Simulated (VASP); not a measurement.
# BeSe (F-43m) in VASP: further runs

The runs below take BeSe through single point, relaxation of cell and atoms, with PBEsol.

Program: VASP 6.6.1. These are calculated values, not measurements. Logs are shortened: lines on timing, memory, paths and dates and some standing lists are left out, and cuts for length are marked.

### Step 1. The structure

The structure is cubic, space group F-43m (No. 216). Conventional cell: a = 5.128 Å, b = 5.128 Å, c = 5.128 Å, α = 90.00°, β = 90.00°, γ = 90.00°. Around Be (site symmetry -43m) lie 4 Se at 2.22 Å. Around Se (site symmetry -43m) lie 4 Be at 2.22 Å.

### Step 2. Single point, PBEsol

INCAR

```
PREC = Accurate
ENCUT = 520
EDIFF = 1E-6
ISMEAR = 0
SIGMA = 0.02
LREAL = F
LASPH = T
NELM = 100
ALGO = Normal
ISIF = 2
LWAVE = F
LCHARG = F
GGA = PS
NBANDS = 11
```

KPOINTS

```
regular mesh
0
Gamma
  10 10 10
```

POSCAR

```
BeSe
1.0
    0.0000000000      2.5640592509      2.5640592509
    2.5640592509      0.0000000000      2.5640592509
    2.5640592509      2.5640592509      0.0000000000
Be Se
1 1
Direct
    0.0000000000      0.0000000000      0.0000000000
    0.2500000000      0.2500000000      0.2500000000
```

Potentials or basis: VASP PAW PBE potentials, release 64 (Be, Se).

Run with:

```
cat potpaw_PBE.64/Be/POTCAR potpaw_PBE.64/Se/POTCAR > POTCAR
mpirun -np 1 vasp_std > vasp.out
```

OUTCAR:

```text
PREC = Accurate
   ENCUT = 520
   EDIFF = 1E-6
   ISMEAR = 0
   LREAL = F
   LASPH = T
   NELM = 100
   ISIF = 2
   GGA = PS

 ion  position               nearest neighbor table
   1  0.000  0.000  0.000-   2 2.22   2 2.22   2 2.22   2 2.22
   2  0.250  0.250  0.250-   1 2.22   1 2.22   1 2.22   1 2.22

  LATTYP: Found a face centered cubic cell.
 ALAT       =     5.1281185018

  Lattice vectors:

 A1 = (   0.0000000000,   2.5640592509,   2.5640592509)
 A2 = (   2.5640592509,   0.0000000000,   2.5640592509)
 A3 = (   2.5640592509,   2.5640592509,   0.0000000000)

Analysis of symmetry for initial positions (statically):
=====================================================================
 Subroutine PRICEL returns:
 Original cell was already a primitive cell.

 Routine SETGRP: Setting up the symmetry group for a
 face centered cubic supercell.

 Subroutine GETGRP returns: Found 24 space group operations
 (whereof 24 operations were pure point group operations)
 out of a pool of 48 trial point group operations.

The static configuration has the point symmetry T_d .

Analysis of symmetry for dynamics (positions and initial velocities):
=====================================================================
 Subroutine PRICEL returns:
 Original cell was already a primitive cell.

 Routine SETGRP: Setting up the symmetry group for a
 face centered cubic supercell.

 Subroutine GETGRP returns: Found 24 space group operations
 (whereof 24 operations were pure point group operations)
 out of a pool of 48 trial point group operations.

The dynamic configuration has the point symmetry T_d .

 Subroutine INISYM returns: Found 24 space group operations
 (whereof 24 operations are pure point group operations),
 and found     1 'primitive' translations

----------------------------------------------------------------------------------------

                                     Primitive cell

  volume of cell :      33.7143

  direct lattice vectors                    reciprocal lattice vectors
     0.000000000  2.564059251  2.564059251    -0.195003294  0.195003294  0.195003294
     2.564059251  0.000000000  2.564059251     0.195003294 -0.195003294  0.195003294
     2.564059251  2.564059251  0.000000000     0.195003294  0.195003294 -0.195003294

  length of vectors
     3.626127367  3.626127367  3.626127367     0.337755613  0.337755613  0.337755613

  position of ions in fractional coordinates (direct lattice)
     0.000000000  0.000000000  0.000000000
     0.250000000  0.250000000  0.250000000

  ion indices of the primitive-cell ions
   primitive index   ion index
                 1           1
                 2           2

----------------------------------------------------------------------------------------

 KPOINTS: regular mesh

Automatic generation of k-mesh.
 Grid dimensions read from file:
 generate k-points for:   10   10   10

 Generating k-lattice:

  Cartesian coordinates                     Fractional coordinates (reciprocal lattice)
    -0.019500329  0.019500329  0.019500329     0.100000000  0.000000000  0.000000000
     0.019500329 -0.019500329  0.019500329     0.000000000  0.100000000  0.000000000
     0.019500329  0.019500329 -0.019500329     0.000000000  0.000000000  0.100000000

  Length of vectors
     0.033775561  0.033775561  0.033775561

  Shift w.r.t. Gamma in fractional coordinates (k-lattice)
     0.000000000  0.000000000  0.000000000

 Subroutine IBZKPT returns following result:
 ===========================================

 Found     47 irreducible k-points:

 Following reciprocal coordinates:
            Coordinates               Weight
  0.000000  0.000000  0.000000      1.000000
  0.100000  0.000000  0.000000      8.000000
  0.200000  0.000000  0.000000      8.000000
  0.300000  0.000000  0.000000      8.000000
  0.400000  0.000000  0.000000      8.000000
  0.500000  0.000000  0.000000      4.000000
[... 16 lines left out ...]
  0.300000  0.300000  0.000000      6.000000
  0.400000  0.300000  0.000000     24.000000
 [... further k-points ...]
   k-points           NKPTS =     47   k-points in BZ     NKDIM =     47   number of bands    NBANDS=     11
   number of dos      NEDOS =    301   number of ions     NIONS =      2
   total plane-waves  NPLWV =  21952
   dimension x,y,z NGX =    28 NGY =   28 NGZ =   28
   dimension x,y,z NGXF=    56 NGYF=   56 NGZF=   56
   ions per type =               1   1
   NGX,Y,Z   is equivalent  to a cutoff of  12.84, 12.84, 12.84 a.u.
   NGXF,Y,Z  is equivalent  to a cutoff of  25.67, 25.67, 25.67 a.u.
 SYSTEM =  unknown system
   PREC   = accura    normal or accurate (medium, high low for compatibility)
   ISTART =      0    job   : 0-new  1-cont  2-samecut
   ICHARG =      2    charge: 1-file 2-atom 10-const
   ISPIN  =      1    spin polarized calculation?
   LNONCOLLINEAR =      F non collinear calculations
   LSORBIT =      F    spin-orbit coupling
   LASPH  =      T    aspherical Exc in radial PAW
   ENCUT  =  520.0 eV  38.22 Ry    6.18 a.u.   6.74  6.74  6.74*2*pi/ulx,y,z
   NELM   =    100;   NELMIN=  2; NELMDL= -5     # of ELM steps
   EDIFF  = 0.1E-05   stopping-criterion for ELM
   LREAL  =      F    real-space projection
   EDIFFG = 0.1E-04   stopping-criterion for IOM
   NSW    =      0    number of steps for IOM
   IBRION =     -1    ionic relax: 0-MD 1-quasi-New 2-CG
   NFREE  =      0    steps in history (QN), initial steepest desc. (CG)
   ISIF   =      2    stress and relaxation
   ISYM   =      2    0-nonsym 1-usesym 2-fastsym
   POTIM  = 0.5000    time-step for ionic-motion
   TEBEG  =    0.0;   TEEND  =   0.0 temperature during run
   PSTRESS=    0.0 pullay stress
   NELECT =       8.0000    total number of electrons
   NUPDOWN=      -1.0000    fix difference up-down
   EMIN   =  10.00;   EMAX   =-10.00  energy-range for DOS
   EFERMI =   0.00;   METHOD = LEGACY
   ISMEAR =     0;   SIGMA  =   0.02  broadening in eV -4-tet -1-fermi 0-gaus
   EFERMI_NEDOS =   21; number of points for ismear=-14 and -15
   IALGO  =     38    algorithm
   IMIX   =      4    mixing-type and parameters
     AMIX     =   0.40;   BMIX     =  1.00
     AMIX_MAG =   1.60;   BMIX_MAG =  1.00
  volume/ion in A,a.u.               =      16.86       113.76
  Fermi-wavevector in a.u.,A,eV,Ry     =   1.013523  1.915280 13.976286  1.027228
  Thomas-Fermi vector in A             =   2.146696
   LORBIT       =      0    0 simple, 1 ext, 2 COOP (PROOUT), +10 PAW based schemes
   GGA     = PS    functional components
   LHFCALC =     F    Hartree Fock is set to
   AEXX    =    0.0000 exact exchange contribution
   IVDW    =     0    specifies the selected vdW correction
   LEPSILON=     F    determine dielectric tensor
   LRPA    =     F    only Hartree local field effects (RPA)
 non-spin polarized calculation
 Gauss-broadening in eV      SIGMA  =   0.02
  energy-cutoff  :      520.00
  volume of cell :       33.71
 maximum number of plane-waves:       934
   NGX = 13   NGY = 13   NGZ = 13

 number of electron       8.0000000 magnetization

 Free energy of the ion-electron system (eV)
  ---------------------------------------------------
  ext. energy  EPLUGINS =         0.00000000
  ---------------------------------------------------
  free energy    TOTEN  =        -9.44984603 eV

  energy without entropy =       -9.44984603  energy(sigma->0) =       -9.44984603

 E-fermi :   3.4893     XC(G=0):  -9.6264

 val. band max:        3.3714575157   @ k =   0.0000   0.0000   0.0000
 cond. band min:       5.8210750637   @ k =   0.5000   0.5000   0.0000
 fundamental gap:      2.4496175479
 Fermi energy:         3.4893107062

 k-point     1 :       0.0000    0.0000    0.0000
  band No.  band energies     occupation
      1     -10.5197      2.00000
      2       3.3715      2.00000
      3       3.3715      2.00000
      4       3.3715      2.00000
      5       7.6623      0.00000
      6       8.3463      0.00000
      7       8.3463      0.00000
      8       8.3463      0.00000
      9      15.3082      0.00000
     10      15.8885      0.00000
     11      15.8885      0.00000

 k-point     2 :       0.1000    0.0000    0.0000
  band No.  band energies     occupation
      1     -10.4188      2.00000
      2       2.4318      2.00000
      3       3.2272      2.00000
      4       3.2272      2.00000
      5       7.8680      0.00000
      6       8.5855      0.00000
      7       8.5855      0.00000
      8       9.0961      0.00000
      9      15.1240      0.00000
     10      15.1240      0.00000
     11      15.4250      0.00000

 k-point     3 :       0.2000    0.0000    0.0000
  band No.  band energies     occupation
      1     -10.1327      2.00000
      2       0.7337      2.00000
      3       2.9045      2.00000
      4       2.9045      2.00000
      5       7.8424      0.00000
      6       9.0655      0.00000
      7       9.0655      0.00000
      8      10.8334      0.00000
      9      14.5232      0.00000
     10      14.5232      0.00000
     11      15.3890      0.00000

 k-point     4 :       0.3000    0.0000    0.0000
  band No.  band energies     occupation
      1      -9.7215      2.00000
      2      -0.8607      2.00000
      3       2.5790      2.00000
      4       2.5790      2.00000
      5       7.7571      0.00000
      6       9.3376      0.00000
      7       9.3376      0.00000
      8      12.3922      0.00000
      9      14.9149      0.00000
     10      14.9149      0.00000
     11      15.2745      0.00000

 k-point     5 :       0.4000    0.0000    0.0000
  band No.  band energies     occupation
      1      -9.3193      2.00000
      2      -2.0140      2.00000
      3       2.3553      2.00000
      4       2.3553      2.00000
      5       7.6875      0.00000
      6       9.3262      0.00000
      7       9.3262      0.00000
      8      13.1062      0.00000
      9      15.9465      0.00000
     10      16.2792      0.00000
     11      16.2792      0.00000
[... 211 lines left out ...]
 k-point    21 :      -0.3000    0.2000    0.0000
  band No.  band energies     occupation
      1      -9.2020      2.00000
      2      -1.4037      2.00000
      3       0.4609      2.00000
      4       2.2034      2.00000
      5       8.3723      0.00000
      6      10.2836      0.00000
      7      10.3060      0.00000
      8      12.2259      0.00000
      9      14.0532      0.00000
     10      15.5015      0.00000
     11      18.4737      0.00000

 k-point    22 :      -0.2000    0.2000    0.0000
  band No.  band energies     occupation
      1      -9.5820      2.00000
      2      -0.5484      2.00000
      3       0.9275      2.00000
      4       2.6405      2.00000
      5       8.6722      0.00000
      6       9.6711      0.00000
      7      10.0500      0.00000
      8      11.1670      0.00000
      9      13.3695      0.00000
     10      16.1090      0.00000
     11      17.4843      0.00000

 k-point    23 :       0.3000    0.3000    0.0000
  band No.  band energies     occupation
      1      -9.4538      2.00000
      2      -0.2931      2.00000
      3       1.3357      2.00000
      4       1.3357      2.00000
      5       6.6974      0.00000
      6       8.5158      0.00000
      7      12.3097      0.00000
      8      12.3097      0.00000
      9      14.4421      0.00000
     10      17.7533      0.00000
     11      18.1526      0.00000

 k-point    24 :       0.4000    0.3000    0.0000
  band No.  band energies     occupation
      1      -9.1365      2.00000
      2      -0.9839      2.00000
      3       0.8389      2.00000
      4       1.1123      2.00000
      5       6.6978      0.00000
      6       8.4260      0.00000
      7      12.6269      0.00000
      8      12.8713      0.00000
      9      16.0538      0.00000
     10      18.0682      0.00000
     11      18.4930      0.00000

 [... further k-points ...]

------------------------ aborting loop because EDIFF is reached ----------------------------------------

  FORCE on cell =-STRESS in cart. coord.  units (eV):
  Direction    XX          YY          ZZ          XY          YZ          ZX
  --------------------------------------------------------------------------------------
  -------------------------------------------------------------------------------------
  Total        0.0736843      0.0736843      0.0736843      0.0000000      0.0000000     -0.0000000
  in kB        3.5016385      3.5016385      3.5016385      0.0000000      0.0000000     -0.0000000
  external PRESSURE =       3.5016385 kB  Pullay stress =       0.0000000 kB

 VOLUME and BASIS-vectors are now :
 -----------------------------------------------------------------------------
  energy-cutoff  :      520.00
  volume of cell :       33.71
      direct lattice vectors                 reciprocal lattice vectors
     0.000000000  2.564059251  2.564059251    -0.195003294  0.195003294  0.195003294
     2.564059251  0.000000000  2.564059251     0.195003294 -0.195003294  0.195003294
     2.564059251  2.564059251  0.000000000     0.195003294  0.195003294 -0.195003294

 POSITION                                       TOTAL-FORCE (eV/Angst)
 -----------------------------------------------------------------------------------
      0.00000      0.00000      0.00000         0.000000      0.000000      0.000000
      1.28203      1.28203      1.28203        -0.000000     -0.000000     -0.000000
 -----------------------------------------------------------------------------------
    total drift:                                0.000000      0.000000      0.000000

  FREE ENERGIE OF THE ION-ELECTRON SYSTEM (eV)
  ---------------------------------------------------
  free  energy   TOTEN  =        -9.4498460311 eV

  energy  without entropy=       -9.4498460311  energy(sigma->0) =       -9.44984603
```

Wall time 8.3 s (1 thread of Intel Xeon 6975P-C (Granite Rapids), shared host); peak memory 0.16 GiB.

What came out:

```yaml
Free_energy: -9.4498 eV
Pressure: 0.4 GPa
Band_gap_on_the_k_mesh: 2.45 eV, indirect (least direct gap 4.29 eV)
```

Levels at points of the mesh, in eV from the valence-band top:
| k point | band 1 | band 2 | band 3 | band 4 | band 5 | band 6 | band 7 | band 8 |
| --- | --- | --- | --- | --- | --- | --- | --- | --- |
| (0.00, 0.00, 0.00) | -13.89 | 0.00 | 0.00 | 0.00 | 4.29 | 4.97 | 4.97 | 4.97 |
| (0.50, 0.00, 0.00) | -12.51 | -5.82 | -1.09 | -1.09 | 4.29 | 5.91 | 5.91 | 9.83 |
| (0.50, 0.50, 0.00) | -12.04 | -5.16 | -2.71 | -2.71 | 2.45 | 4.12 | 11.76 | 11.76 |

Caveat: the PAW data sets were made with another functional, which shifts forces and pressure a little. A k mesh can miss the band edges.

### Step 3. Relaxation of cell and atoms, PBEsol

This run uses another cell than the first one, of 16.29 Å³/atom, 0.966 times its volume.

INCAR

```
SYSTEM = BeSe
PREC = Accurate ; ENCUT = 600
EDIFF = 1E-7 ; ISMEAR = 0
SIGMA = 0.02 ; LREAL = .FALSE.
LASPH = .TRUE. ; NELM = 100
ALGO = Normal ; ISIF = 3
LWAVE = .FALSE. ; LCHARG = .FALSE.
GGA = PS ; IBRION = 2
NSW = 100 ; EDIFFG = -0.005
```

KPOINTS

```
Automatic mesh
0
G
  10 10 10
  0 0 0
```

POSCAR

```
BeSe
1.0
    0.0000000000      2.5350000000      2.5350000000
    2.5350000000      0.0000000000      2.5350000000
    2.5350000000      2.5350000000      0.0000000000
Be Se
1 1
Direct
    0.0000000000      0.0000000000      0.0000000000
    0.2500000000      0.2500000000      0.2500000000
```

Potentials or basis: VASP PAW PBE potentials, release 64 (Be, Se).

Run with:

```
cat potpaw_PBE.64/Be/POTCAR potpaw_PBE.64/Se/POTCAR > POTCAR
mpirun -np 1 vasp_std > vasp.out
```

It took 21 s on 1 thread of Intel Xeon 6975P-C (Granite Rapids), shared host; peak memory 0.18 GiB.

The run converged. Its results:

* Free energy: -9.4500 eV
* Relaxed volume: 16.93 Å³/atom
* Relaxed cell: a = 3.631 Å, b = 3.631 Å, c = 3.631 Å, α = 60.00°, β = 60.00°, γ = 60.00°
* Space group after relaxing (to 0.05 Å): F-43m (No. 216)
* Energy gained by relaxing: 6.3 meV/atom
* Ionic steps: 3
* Pressure after relaxing: 0.0 GPa
* Band gap on the k mesh: 2.46 eV, indirect (least direct gap 4.26 eV)

Step by step:
```tsv
step	energy change (eV)	largest force (eV/Å)	pressure (GPa)	volume (Å³)
1	0.0000	0.0000	3.28	32.58
2	-0.0119	0.0000	-0.74	34.18
3	-0.0126	0.0000	0.01	33.85
```

Final structure:
```
Be Se
1.0
     0.00000    2.56755    2.56755
     2.56755    0.00000    2.56755
     2.56755    2.56755    0.00000
Be Se
1 1
Direct
  0.00000 0.00000 0.00000
  0.25000 0.25000 0.25000
```

Levels at points of the mesh, in eV from the valence-band top:
| k point | band 1 | band 2 | band 3 | band 4 | band 5 | band 6 | band 7 | band 8 |
| --- | --- | --- | --- | --- | --- | --- | --- | --- |
| (0.00, 0.00, 0.00) | -13.86 | 0.00 | 0.00 | 0.00 | 4.26 | 4.98 | 4.98 | 4.98 |
| (0.50, 0.00, 0.00) | -12.50 | -5.79 | -1.09 | -1.09 | 4.28 | 5.91 | 5.91 | 9.82 |
| (0.50, 0.50, 0.00) | -12.03 | -5.14 | -2.70 | -2.70 | 2.46 | 4.12 | 11.73 | 11.73 |

Caveat: the PAW data sets were made with another functional, which shifts forces and pressure a little.
